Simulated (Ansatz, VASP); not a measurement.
## Cross-check of W (W wire along [100], 24 atoms a period) between VASP and Ansatz

Aim: how closely do two programs agree when they are given the same cell, functional and k mesh? The structure shown is the start of the Ansatz relaxation below; VASP solves that cell, so the two are compared at the walk's first step.

Main program and level: Ansatz 0.2.0; plane waves, with VASP 6.6.1 beside it; single point at PBE.

### 1. The structure

The cell holds 24 atoms: 24 W. Its edges and angles: a = 16.310 Å, b = 16.310 Å, c = 3.170 Å, α = 90.0°, β = 90.0°, γ = 90.0°. Vacuum lies along a and b. The structure's axis is c.

### 2. Ansatz: relaxation, PBE

Ansatz runs on its PAW soft_1 files.

The two programs are compared at the cell with which this relaxation starts, whose forces are those of its first step.

Contents of input.yaml:

```yaml
crystal:
  lattice:
    - [16.31, 0.0, 0.0]
    - [0.0, 16.31, 0.0]
    - [0.0, 0.0, 3.17]
  atoms:
    - { symbol: W, position: [0.208461067, 0.305640711, 0.0] }
    - { symbol: W, position: [0.208461067, 0.5, 0.0] }
    - { symbol: W, position: [0.208461067, 0.694359289, 0.0] }
    - { symbol: W, position: [0.402820356, 0.305640711, 0.0] }
    - { symbol: W, position: [0.402820356, 0.5, 0.0] }
    - { symbol: W, position: [0.402820356, 0.694359289, 0.0] }
    - { symbol: W, position: [0.597179644, 0.305640711, 0.0] }
    - { symbol: W, position: [0.597179644, 0.5, 0.0] }
    - { symbol: W, position: [0.597179644, 0.694359289, 0.0] }
    - { symbol: W, position: [0.791538933, 0.305640711, 0.0] }
    - { symbol: W, position: [0.791538933, 0.5, 0.0] }
    - { symbol: W, position: [0.791538933, 0.694359289, 0.0] }
    - { symbol: W, position: [0.305640711, 0.208461067, 0.5] }
    - { symbol: W, position: [0.305640711, 0.402820356, 0.5] }
    - { symbol: W, position: [0.305640711, 0.597179644, 0.5] }
    - { symbol: W, position: [0.305640711, 0.791538933, 0.5] }
    - { symbol: W, position: [0.5, 0.208461067, 0.5] }
    - { symbol: W, position: [0.5, 0.402820356, 0.5] }
    - { symbol: W, position: [0.5, 0.597179644, 0.5] }
    - { symbol: W, position: [0.5, 0.791538933, 0.5] }
    - { symbol: W, position: [0.694359289, 0.208461067, 0.5] }
    - { symbol: W, position: [0.694359289, 0.402820356, 0.5] }
    - { symbol: W, position: [0.694359289, 0.597179644, 0.5] }
    - { symbol: W, position: [0.694359289, 0.791538933, 0.5] }
kpoints:
  mp_grid: { grid: [1, 1, 26] }
scf:
  occupations: { method: fermi_dirac, width: 0.05 }
hamiltonian:
  xc: pbe
  pseudopotentials: { kind: paw, azcp: { folder: soft_1 } }
relax:
  cell: { fix: [a, b, alpha, beta, gamma] }
  max_steps: 45
  f_tol: 0.03
```

The run is started by

```console
ansatz run input.yaml --threads 4 --pin off --max-ram 16384MiB --backend cpu --events-out ev --progress --plain --runs-dir out
```

Numbers of over 12 decimals in the logs are rounded to 6 here.

What it wrote:

```text
Engine: ansatz 0.2.0, x86_64-unknown-linux-gnu
Pseudopotentials: kind: paw
Pseudopotential: W, paw, valence charge 14, recommended cutoff 420 eV (normal), soft_1/W.paw.azcp
Functional definition: PBE
  parameter kappa = 0.804
  parameter beta = 0.066725
  exchange = pbe_x(kappa = kappa, mu = beta*pi^2/3)
  correlation = pbe_c(beta = beta)
Crystal: 24 atoms, lattice volume = 843.271 Å³
Basis set: ecut = 420 eV, 16483 PW (Γ), exchange–correlation on 240×240×48 points (8 copies of the dense FFT grid, shifted against one another)
Bands: 202, of which v1, the nominal top of the filled ones, is band 168 counted from 1 (167 counted from 0)
Symmetry: 16 space group operations
Space group: P42/mmc (ITA 131), of the structure as read, at distance tolerance 9.4e-5 Å
k-points: 14 of 26
Non-local potential: W, projectors of the file, l = 0: 3, l = 1: 2, l = 2: 2, l = 3: 1
PAW form: soft (Blöchl's): semilocal exchange-correlation on the pseudo side does not see the compensation charge
PAW one-centre angular grid: W, 590 points (default); XC on 64 Gauss nodes
Initial density: superposition of atomic densities (neutral atoms: chi_scale 0, normalization atom)
Initial wavefunctions: pseudopotential atomic-orbital guess
Functional: x = pbe(κ = 0.804, μ = 0.219515), c = pbe(β = 0.066725)
SCF iter   1: F=—  HF=-249250.077960 eV  |F-HF|=—  |Δ(HF+E_count)|=         —  Δρ=5.63e-2  dr2=2.64e2  ethr=3.10e-3  ⟨swp⟩=9.4  Hψ=12398  notcnv=0
preconditioner: auto → LDOS  [metal: Δε(μ)=0.010 eV  Ē_g=4.710 eV  σ=0.050 eV  W_gap=0.05  n_scr=186 (ndim 8)  ℏωp=15.3 eV  f_vac=0.385  D(μ)=21.03/eV (n_scr^D=114)  β→1.0]
SCF iter   2: F=—  HF=-249242.338496 eV  |F-HF|=—  |Δ(HF+E_count)|=    7.74e0  Δρ=5.08e-2  dr2=1.76e2  ethr=3.10e-3  ⟨swp⟩=6.0  Hψ=8760  notcnv=0  defer=104
SCF iter   3: F=—  HF=-249229.328534 eV  |F-HF|=—  |Δ(HF+E_count)|=    1.30e1  Δρ=1.01e-2  dr2=5.58e0  ethr=3.10e-3  ⟨swp⟩=4.6  Hψ=7373  notcnv=0  defer=63
SCF iter   4: F=—  HF=-249228.717680 eV  |F-HF|=—  |Δ(HF+E_count)|=   6.11e-1  Δρ=3.01e-3  dr2=3.35e-1  ethr=1.66e-3  ⟨swp⟩=2.3  Hψ=4002  notcnv=0  defer=74
SCF iter   5: F=—  HF=-249228.702011 eV  |F-HF|=—  |Δ(HF+E_count)|=   1.57e-2  Δρ=1.07e-3  dr2=3.18e-2  ethr=9.96e-5  ⟨swp⟩=3.2  Hψ=4403  notcnv=0  defer=75
SCF iter   6: F=—  HF=-249228.701089 eV  |F-HF|=—  |Δ(HF+E_count)|=   9.22e-4  Δρ=3.70e-4  dr2=2.31e-3  ethr=9.45e-6  ⟨swp⟩=2.4  Hψ=3819  notcnv=0  defer=75
SCF iter   7: F=—  HF=-249228.700860 eV  |F-HF|=—  |Δ(HF+E_count)|=   2.29e-4  Δρ=1.04e-4  dr2=2.28e-4  ethr=6.87e-7  ⟨swp⟩=3.9  Hψ=6298  notcnv=0  defer=75
SCF iter   8: F=—  HF=-249228.700906 eV  |F-HF|=—  |Δ(HF+E_count)|=   4.58e-5  Δρ=4.75e-5  dr2=7.29e-5  ethr=6.78e-8  ⟨swp⟩=2.3  Hψ=4192  notcnv=0  defer=75
SCF iter   9: F=—  HF=-249228.700920 eV  |F-HF|=—  |Δ(HF+E_count)|=   1.41e-5  Δρ=1.56e-5  dr2=4.64e-6  ethr=2.17e-8  ⟨swp⟩=2.0  Hψ=3872  notcnv=0  defer=75
SCF iter  10: F=—  HF=-249228.700923 eV  |F-HF|=—  |Δ(HF+E_count)|=   2.60e-6  Δρ=5.07e-6  dr2=5.30e-7  ethr=1.38e-9  ⟨swp⟩=2.6  Hψ=4151  notcnv=0  defer=75
SCF iter  11: F=-249228.700923 eV  HF=-249228.700923 eV  |F-HF|=2.01e-8  |Δ(HF+E_count)|=   2.35e-7  Δρ=1.99e-6  dr2=7.81e-8  ethr=2.98e-11  ⟨swp⟩=5.6  Hψ=10189  notcnv=0
SCF 1 converged in 11 iterations: F = -249228.700923 eV  dr2 = 7.81e-8
  greatest PAW one-centre occupation: 0.999 electrons in one spin orbital (limit 2), on the W atom at site 21 (counted from 0), in its partial waves of l = 0
relax step   1: F+E_penalty+E_count = -249228.70092306 eV  Δ(F+E_penalty+E_count) = +0.000e0 eV  max|allowed force component| = 2.917e0 eV/Å  Δτ_max = 0.0000 Å  P = -7.747 GPa  Ω = 843.271 Å³  fix = [a, b, alpha, beta, gamma]  reactions: a -7.118, b -7.118 GPa  (11 SCF iters, dr2 threshold 1.00e-7 eV, accepted)
[...]
relax step   5: F+E_penalty+E_count = -249232.29118699 eV  Δ(F+E_penalty+E_count) = -1.204e-1 eV  max|allowed force component| = 3.733e-2 eV/Å  Δτ_max = 0.0422 Å  P = -0.060 GPa  Ω = 825.639 Å³  energy of the carried Pulay correction = +4.039e-3 eV  fix = [a, b, alpha, beta, gamma]  reactions: a -0.075, b -0.075 GPa  (7 SCF iters, dr2 threshold 2.40e-6 eV, accepted)
[...]
relax step   6: F+E_penalty+E_count = -249232.29237578 eV  Δ(F+E_penalty+E_count) = -1.189e-3 eV  max|allowed force component| = 6.042e-3 eV/Å  Δτ_max = 0.0036 Å  P = -0.111 GPa  Ω = 825.255 Å³  energy of the carried Pulay correction = +4.128e-3 eV  fix = [a, b, alpha, beta, gamma]  reactions: a -0.160, b -0.160 GPa  (6 SCF iters, dr2 threshold 8.71e-8 eV, accepted)
[...]
relax step   7: F+E_penalty+E_count = -249232.28817663 eV  Δ(F+E_penalty+E_count) = +4.199e-3 eV  max|allowed force component| = 6.142e-3 eV/Å  Δτ_max = 0.0000 Å  P = -0.111 GPa  Ω = 825.255 Å³  fix = [a, b, alpha, beta, gamma]  reactions: a -0.158, b -0.158 GPa  stress off target by 1.54e-2 GPa on what of the cell is left free  SCF on the basis re-selected at this cell (its energy is not comparable with the rows above)  (6 SCF iters)
basis re-selected at this cell: Δ(F+E_penalty+E_count) = +4.199e-3 eV, ΔP = +0.000 GPa vs the last step (what re-selecting the basis moved, of the pressure what is left beyond the Pulay correction that the steps carried, after the strain that the cell walked since its last selection, with what the two solves' SCF thresholds leave and, on support functions, any second-order correction that the steps lacked; it is no m [...]
SCF converged after 6 iterations
Free energy (F): -249232.288177 eV
Harris-Foulkes:  -249232.288177 eV  (|F-HF|=5.82e-11)
Internal energy: -249232.123619 eV  (E = F + TS)
E sigma→0 (E₀):  -249232.205898 eV
Entropy (-TS):   -0.164558 eV (-6.857 meV/atom)
Fermi energy:    8.260787 eV
--- Per-component energies (eV) ---
  E_band       = -6680.808933
  E_kinetic    = 10114.078426
  E_local      = -152569.336142  (includes V_loc(G=0)·N_el)
  E_nonlocal   = -592.580863
  E_hartree    = 72894.378813
  E_xc         = -6398.455079
  E_vxc        = -5516.312315  (∫ρ·V_xc dr)
  E_paw        = -205872.148878  (= ΣΔE_a)
  E_vpaw       = -3905.419336  (= ΣTr[D̂ρ^β])
  E_aug_tail   = 0.003577  (compensation charges beyond the density's cutoff)
  E_ewald      = 33191.936529
  E_smearing   = -0.164558  (= −TS)
  E_closure    = 0.000000  (closes the sum)
  Σ components = -249232.288177   (vs F -249232.288177, Δ=0.00e0)
--- Forces (eV/Å), atoms counted from 1 ---
  atom   1  W     -0.00248222    -0.00299214     0.00000000
  atom   2  W      0.00089277     0.00000000     0.00000000
  atom   3  W     -0.00248222     0.00299214     0.00000000
  atom   4  W     -0.00044394     0.00614152     0.00000000
  atom   5  W      0.00321282     0.00000000     0.00000000
  atom   6  W     -0.00044394    -0.00614152     0.00000000
  atom   7  W      0.00044394     0.00614152     0.00000000
  atom   8  W     -0.00321282     0.00000000     0.00000000
  atom   9  W      0.00044394    -0.00614152     0.00000000
  atom  10  W      0.00248222    -0.00299214     0.00000000
  atom  11  W     -0.00089277     0.00000000     0.00000000
  atom  12  W      0.00248222     0.00299214     0.00000000
  atom  13  W     -0.00299214    -0.00248222     0.00000000
  atom  14  W      0.00614152    -0.00044394     0.00000000
  atom  15  W      0.00614152     0.00044394     0.00000000
  atom  16  W     -0.00299214     0.00248222     0.00000000
  atom  17  W      0.00000000     0.00089277     0.00000000
  atom  18  W      0.00000000     0.00321282     0.00000000
  atom  19  W      0.00000000    -0.00321282     0.00000000
  atom  20  W      0.00000000    -0.00089277     0.00000000
  atom  21  W      0.00299214    -0.00248222     0.00000000
  atom  22  W     -0.00614152    -0.00044394     0.00000000
  atom  23  W     -0.00614152     0.00044394     0.00000000
  atom  24  W      0.00299214     0.00248222     0.00000000
  max |Σ_I F_I| component: 3.04e-18 eV/Å
--- Stress (GPa, compression-positive) ---
       -0.158082       0.000000       0.000000
        0.000000      -0.158082       0.000000
        0.000000       0.000000      -0.015365
  P = ⅓ Tr σ = -0.1105 GPa (-1.105 kbar)
--- Relaxed structure (6 steps of the walk, 6 accepted, 1 SCFs on fresh bases) ---
  F+E_penalty+E_count = -249232.28817663 eV   max|allowed force component| = 6.142e-3 eV/Å   (the final SCF, on the basis selected at the relaxed cell)
  cell:  # Å, volume = 825.2552 Å³
    - [16.31, 0.0, 0.0]
    - [0.0, 16.31, 0.0]
    - [0.0, 0.0, 3.102275]
  atoms:
    - { symbol: W, position: [0.216529, 0.299826, 0.0] }
    - { symbol: W, position: [0.213757, 0.5, 0.0] }
    - { symbol: W, position: [0.216529, 0.700174, 0.0] }
    - { symbol: W, position: [0.403489, 0.302748, 0.0] }
    - { symbol: W, position: [0.403526, 0.5, 0.0] }
    - { symbol: W, position: [0.403489, 0.697252, 0.0] }
    - { symbol: W, position: [0.596511, 0.302748, 0.0] }
    - { symbol: W, position: [0.596474, 0.5, 0.0] }
    - { symbol: W, position: [0.596511, 0.697252, 0.0] }
    - { symbol: W, position: [0.783471, 0.299826, 0.0] }
    - { symbol: W, position: [0.786243, 0.5, 0.0] }
    - { symbol: W, position: [0.783471, 0.700174, 0.0] }
    - { symbol: W, position: [0.299826, 0.216529, 0.500000] }
    - { symbol: W, position: [0.302748, 0.403489, 0.500000] }
    - { symbol: W, position: [0.302748, 0.596511, 0.500000] }
    - { symbol: W, position: [0.299826, 0.783471, 0.500000] }
    - { symbol: W, position: [0.5, 0.213757, 0.500000] }
    - { symbol: W, position: [0.5, 0.403526, 0.500000] }
    - { symbol: W, position: [0.5, 0.596474, 0.500000] }
    - { symbol: W, position: [0.5, 0.786243, 0.500000] }
    - { symbol: W, position: [0.700174, 0.216529, 0.500000] }
    - { symbol: W, position: [0.697252, 0.403489, 0.500000] }
    - { symbol: W, position: [0.697252, 0.596511, 0.500000] }
    - { symbol: W, position: [0.700174, 0.783471, 0.500000] }
```

(Continued in part 2 of 2.)

[Lines on the potential files, build, host, timing and source positions are cut from VASP's logs without a mark.]

[Logs are printed without paths, hosts, clocks, repeated set-up lines and the standing remarks that a program may print on its own settings, such as how far it seeks lower states.]

[Hosts, paths, dates, database ids (printed as entryN), source tags and the programs' standing remarks are cut or masked in the printed files.]
